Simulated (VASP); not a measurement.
# Ge (Fd-3m) in VASP: a series of runs

One crystal, Ge, is run at these levels: PBEsol; tasks: relaxation of cell and atoms, single point.

Everything below comes from runs of VASP 6.6.1. Logs are shortened: lines on timing, memory, paths and dates and some standing lists are left out, and cuts for length are marked.

**The experiment to reproduce.**

“Electronic and optical properties of SixGe1-x-ySny alloys lattice-matched to Ge”, 2021, arxiv:2109.02782 reports, for a bulk crystal of Ge at 293 K: band gap 0.666 eV (indirect).

How close the calculation comes is told below.

### Step 1. The structure

The structure is cubic, space group Fd-3m (No. 227). The conventional cell has a = 5.658 Å, b = 5.658 Å, c = 5.658 Å, α = 90.00°, β = 90.00°, γ = 90.00°. Ge (site symmetry -43m) is surrounded by 4 Ge at 2.45 Å.

### Step 2. Relaxation of cell and atoms, PBEsol

Contents of INCAR:

```
SYSTEM = Ge
  ALGO = Fast
  EDIFF = 1E-7
  EDIFFG = -0.005
  ENCUT = 600
  GGA = PS
  IBRION = 2
  ISIF = 3
  ISMEAR = 0
  LASPH = .TRUE.
  LCHARG = .FALSE.
  LREAL = .FALSE.
  LWAVE = .FALSE.
  NELM = 80
  NSW = 90
  PREC = Accurate
  SIGMA = 0.1
```

Contents of KPOINTS:

```
k-points
0
G
  6 6 6
  0 0 0
```

Contents of POSCAR:

```
Ge
1.0
    0.0000000000      2.8287700000      2.8287700000
    2.8287700000      0.0000000000      2.8287700000
    2.8287700000      2.8287700000      0.0000000000
Ge
2
Direct
    0.5000000000      0.5000000000      0.5000000000
    0.7500000000      0.7500000000      0.7500000000
```

Potentials or basis: VASP PAW PBE potentials, release 64 (Ge_d).

Run with:

```
$ cat potpaw_PBE.64/Ge_d/POTCAR > POTCAR
$ mpirun -np 1 vasp_std > vasp.out
```

OUTCAR:

```text
SYSTEM = Ge
   EDIFF = 1E-7
   EDIFFG = -0.005
   ENCUT = 600
   GGA = PS
   IBRION = 2
   ISIF = 3
   ISMEAR = 0
   LASPH = .TRUE.
   LREAL = .FALSE.
   NELM = 80
   NSW = 90
   PREC = Accurate

 ion  position               nearest neighbor table
   1  0.500  0.500  0.500-   2 2.45   2 2.45   2 2.45   2 2.45
   2  0.750  0.750  0.750-   1 2.45   1 2.45   1 2.45   1 2.45

  LATTYP: Found a face centered cubic cell.
 ALAT       =     5.6575400000

  Lattice vectors:

 A1 = (   0.0000000000,   2.8287700000,   2.8287700000)
 A2 = (   2.8287700000,   0.0000000000,   2.8287700000)
 A3 = (   2.8287700000,   2.8287700000,   0.0000000000)

Analysis of symmetry for initial positions (statically):
=====================================================================
 Subroutine PRICEL returns:
 Original cell was already a primitive cell.

 Routine SETGRP: Setting up the symmetry group for a
 face centered cubic supercell.

 Subroutine GETGRP returns: Found 48 space group operations
 (whereof 24 operations were pure point group operations)
 out of a pool of 48 trial point group operations.

The static configuration has the point symmetry T_d .
 The point group associated with its full space group is O_h .

Analysis of symmetry for dynamics (positions and initial velocities):
=====================================================================
 Subroutine PRICEL returns:
 Original cell was already a primitive cell.

 Routine SETGRP: Setting up the symmetry group for a
 face centered cubic supercell.

 Subroutine GETGRP returns: Found 48 space group operations
 (whereof 24 operations were pure point group operations)
 out of a pool of 48 trial point group operations.

The dynamic configuration has the point symmetry T_d .
 The point group associated with its full space group is O_h .

 Subroutine INISYM returns: Found 48 space group operations
 (whereof 24 operations are pure point group operations),
 and found     1 'primitive' translations

----------------------------------------------------------------------------------------

                                     Primitive cell

  volume of cell :      45.2713

[... 65 lines left out ...]
   dimension x,y,z NGXF=    64 NGYF=   64 NGZF=   64
   ions per type =               2
   NGX,Y,Z   is equivalent  to a cutoff of  13.30, 13.30, 13.30 a.u.
   NGXF,Y,Z  is equivalent  to a cutoff of  26.60, 26.60, 26.60 a.u.
 SYSTEM =  Ge
   PREC   = accura    normal or accurate (medium, high low for compatibility)
   ISTART =      0    job   : 0-new  1-cont  2-samecut
   ICHARG =      2    charge: 1-file 2-atom 10-const
   ISPIN  =      1    spin polarized calculation?
   LNONCOLLINEAR =      F non collinear calculations
   LSORBIT =      F    spin-orbit coupling
   LASPH  =      T    aspherical Exc in radial PAW
   ENCUT  =  600.0 eV  44.10 Ry    6.64 a.u.   7.99  7.99  7.99*2*pi/ulx,y,z
   NELM   =     80;   NELMIN=  2; NELMDL= -5     # of ELM steps
   EDIFF  = 0.1E-06   stopping-criterion for ELM
   LREAL  =      F    real-space projection
   EDIFFG = -.5E-02   stopping-criterion for IOM
   NSW    =     90    number of steps for IOM
   IBRION =      2    ionic relax: 0-MD 1-quasi-New 2-CG
   NFREE  =      1    steps in history (QN), initial steepest desc. (CG)
   ISIF   =      3    stress and relaxation
   ISYM   =      2    0-nonsym 1-usesym 2-fastsym
   POTIM  = 0.5000    time-step for ionic-motion
   TEBEG  =    0.0;   TEEND  =   0.0 temperature during run
   PSTRESS=    0.0 pullay stress
   NELECT =      28.0000    total number of electrons
   NUPDOWN=      -1.0000    fix difference up-down
   EMIN   =  10.00;   EMAX   =-10.00  energy-range for DOS
   EFERMI =   0.00;   METHOD = LEGACY
   ISMEAR =     0;   SIGMA  =   0.10  broadening in eV -4-tet -1-fermi 0-gaus
   EFERMI_NEDOS =   21; number of points for ismear=-14 and -15
   IALGO  =     68    algorithm
   IMIX   =      4    mixing-type and parameters
     AMIX     =   0.40;   BMIX     =  1.00
     AMIX_MAG =   1.60;   BMIX_MAG =  1.00
  volume/ion in A,a.u.               =      22.64       152.75
  Fermi-wavevector in a.u.,A,eV,Ry     =   1.394825  2.635838 26.470653  1.945538
  Thomas-Fermi vector in A             =   2.518337
   LORBIT       =      0    0 simple, 1 ext, 2 COOP (PROOUT), +10 PAW based schemes
   GGA     = PS    functional components
   LHFCALC =     F    Hartree Fock is set to
   AEXX    =    0.0000 exact exchange contribution
   IVDW    =     0    specifies the selected vdW correction
   LEPSILON=     F    determine dielectric tensor
   LRPA    =     F    only Hartree local field effects (RPA)
 conjugate gradient relaxation of ions
 non-spin polarized calculation
 RMM-DIIS sequential band-by-band and
 Gauss-broadening in eV      SIGMA  =   0.10
  energy-cutoff  :      600.00
  volume of cell :       45.27
 maximum number of plane-waves:      1527
   NGX = 15   NGY = 15   NGZ = 15

--------------------------------------- Ionic step        1  -------------------------------------------

 number of electron      28.0000013 magnetization

 Free energy of the ion-electron system (eV)
  ---------------------------------------------------
  ext. energy  EPLUGINS =         0.00000000
  ---------------------------------------------------
  free energy    TOTEN  =        -9.82760866 eV

  energy without entropy =       -9.82621178  energy(sigma->0) =       -9.82691022

------------------------ aborting loop because EDIFF is reached ----------------------------------------

  FORCE on cell =-STRESS in cart. coord.  units (eV):
  Direction    XX          YY          ZZ          XY          YZ          ZX
  --------------------------------------------------------------------------------------
  -------------------------------------------------------------------------------------
  Total        0.1866447      0.1866447      0.1866447      0.0000000     -0.0000000      0.0000000
  in kB        6.6054648      6.6054648      6.6054648      0.0000000     -0.0000000      0.0000000
  external PRESSURE =       6.6054648 kB  Pullay stress =       0.0000000 kB
[... 59 lines left out ...]
--------------------------------------- Ionic step        3  -------------------------------------------

 number of electron      28.0000020 magnetization

 Free energy of the ion-electron system (eV)
  ---------------------------------------------------
  ext. energy  EPLUGINS =         0.00000000
  ---------------------------------------------------
  free energy    TOTEN  =        -9.82863157 eV

  energy without entropy =       -9.82724579  energy(sigma->0) =       -9.82793868

 E-fermi :   4.7748     XC(G=0): -10.0728

 val. band max:        4.7694552497   @ k =   0.0000   0.0000   0.0000
 cond. band min:       4.8582972679   @ k =   0.5000   0.0000   0.0000
 fundamental gap:      0.0888420183
 Fermi energy:         4.7748057494

 k-point     1 :       0.0000    0.0000    0.0000
  band No.  band energies     occupation
      1     -19.9751      2.00000
      2     -19.9751      2.00000
      3     -19.9751      2.00000
      4     -19.9395      2.00000
      5     -19.9395      2.00000
      6     -19.7329      2.00000
[... 354 lines left out ...]
  FREE ENERGIE OF THE ION-ELECTRON SYSTEM (eV)
  ---------------------------------------------------
  free  energy   TOTEN  =        -9.8286315702 eV

  energy  without entropy=       -9.8272457876  energy(sigma->0) =       -9.82793868

 reached required accuracy - stopping structural energy minimisation
```

OSZICAR:

```text
N       E                     dE             d eps       ncg     rms          rms(c)
DAV:   1     0.168444435411E+03    0.16844E+03   -0.16787E+04   618   0.460E+03
DAV:   2     0.119570029173E+02   -0.15649E+03   -0.15362E+03   576   0.550E+02
DAV:   3    -0.928822404542E+01   -0.21245E+02   -0.21077E+02   648   0.155E+02
[... 30 lines left out ...]
RMM:   5    -0.982863132717E+01   -0.36084E-05   -0.26522E-05   641   0.515E-02    0.762E-03
RMM:   6    -0.982863125588E+01    0.71289E-07   -0.13221E-05   642   0.600E-02    0.125E-03
RMM:   7    -0.982863149552E+01   -0.23964E-06   -0.28266E-06   659   0.154E-02    0.176E-03
RMM:   8    -0.982863159982E+01   -0.10430E-06   -0.33097E-07   424   0.706E-03    0.319E-04
RMM:   9    -0.982863157021E+01    0.29617E-07   -0.12171E-07   367   0.417E-03
   3 F= -.98286316E+01 E0= -.98279387E+01  d E =-.102291E-02
```

CONTCAR:

```text
Ge
   1.00000000000000
    -0.0000000000000000    2.8388568526142950    2.8388568526142950
     2.8388568526142950   -0.0000000000000000    2.8388568526142950
     2.8388568526142950    2.8388568526142950    0.0000000000000000
  Ge
     2
Direct
     0.5000000000000000    0.5000000000000000    0.5000000000000000
     0.7500000000000000    0.7500000000000000    0.7500000000000000

  0.00000000E+00  0.00000000E+00  0.00000000E+00
  0.00000000E+00  0.00000000E+00  0.00000000E+00
```

Wall time 34 s (1 thread of Intel Xeon Platinum 8259CL at 2.50GHz (Skylake/Cascade Lake), shared host); peak memory 0.18 GiB.

Results:

```yaml
Free_energy: -9.8286 eV
Relaxed_volume: 22.88 Å³/atom
Relaxed_cell: a = 4.015 Å, b = 4.015 Å, c = 4.015 Å, α = 60.00°, β = 60.00°, γ = 60.00°
Space_group_after_relaxing_to_0.05_Å: Fd-3m (No. 227)
Energy_gained_by_relaxing: 0.5 meV/atom
Ionic_steps: 3
Pressure_after_relaxing: 0.0 GPa
Band_gap_on_the_k_mesh: none (metal or under the smearing width)
```

Step by step:
```
step  energy change (eV)  largest force (eV/Å)  pressure (GPa)  volume (Å³)
   1              0.0000                0.0000            0.66        45.27
   2             -0.0010                0.0000           -0.19        45.89
   3             -0.0010                0.0000            0.02        45.76
```

Final structure:
```xyz
2
Lattice="0.0000 2.8389 2.8389 2.8389 0.0000 2.8389 2.8389 2.8389 0.0000" Properties=species:S:1:pos:R:3 pbc="T T T"
Ge    2.8389    2.8389    2.8389
Ge    4.2583    4.2583    4.2583
```

Caveat: the PAW data sets were made with another functional, which shifts forces and pressure a little; this crystal is a semiconductor, whose small gap the functional closes, so the metal is an error of the method. Zero-point motion and thermal expansion aren't in these numbers.

### Step 3. Single point, PBEsol

Contents of INCAR:

```
PREC     = Accurate       # precision mode
ENCUT    = 520            # plane-wave cutoff, eV
EDIFF    = 1E-7           # SCF threshold, eV
ISMEAR   = 0              # smearing method
SIGMA    = 0.1            # smearing width, eV
LREAL    = F              # projectors in reciprocal space
LASPH    = T              # aspherical terms in the spheres
NELM     = 80             # most SCF steps
ALGO     = Fast           # electronic algorithm
ISIF     = 2              # what is computed and relaxed
LWAVE    = F              # write WAVECAR
LCHARG   = F              # write CHGCAR
GGA      = PS             # functional
```

Contents of KPOINTS:

```
regular mesh
0
Gamma
  14 14 14
```

POSCAR is that of step 2.

Potentials or basis: VASP PAW PBE potentials, release 64 (Ge_d).

Run with:

```
$ cat potpaw_PBE.64/Ge_d/POTCAR > POTCAR
$ mpirun -np 1 vasp_std > vasp.out
```

Wall time 82 s (1 thread of Intel Xeon Platinum 8259CL at 2.50GHz (Skylake/Cascade Lake), shared host); peak memory 0.2 GiB.

It converged, with:

```
Free energy            : -9.8738 eV
Pressure               : 0.6 GPa
Band gap on the k mesh : none (metal or under the smearing width)
```

Levels at points of the mesh, in eV from the Fermi level:
| k point | band 10 | band 11 | band 12 | band 13 | band 14 | band 15 | band 16 | band 17 | band 18 |
| --- | --- | --- | --- | --- | --- | --- | --- | --- | --- |
| (0.00, 0.00, 0.00) | -24.53 | -12.83 | -0.04 | -0.03 | -0.03 | -0.03 | 2.50 | 2.50 | 2.50 |
| (0.50, 0.00, 0.00) | -24.51 | -10.73 | -7.66 | -1.44 | -1.44 | 0.09 | 3.68 | 3.68 | 6.93 |
| (0.50, 0.50, 0.00) | -24.49 | -8.93 | -8.93 | -3.12 | -3.12 | 0.63 | 0.63 | 9.46 | 9.46 |

Caveat: the PAW data sets were made with another functional, which shifts forces and pressure a little; this crystal is a semiconductor, whose small gap the functional closes, so the metal is an error of the method.

### Step 4. How close it comes

Step 3. Against the measured gap of Ge, 0.666 eV (indirect; 293 K; “Electronic and optical properties of SixGe1-x-ySny alloys lattice-matched to Ge”, 2021, arxiv:2109.02782), the calculated 0.00 eV is off by -0.67 eV. 3 values of this kind are on record (0.666 to 0.807 eV); this one was drawn at random among those near their median. Spin-orbit coupling on Ge is left out. The value is that of PBEsol on a finite k mesh, which can miss the band edges, without temperature or zero-point motion. Semilocal functionals fall short of measured gaps as a rule.
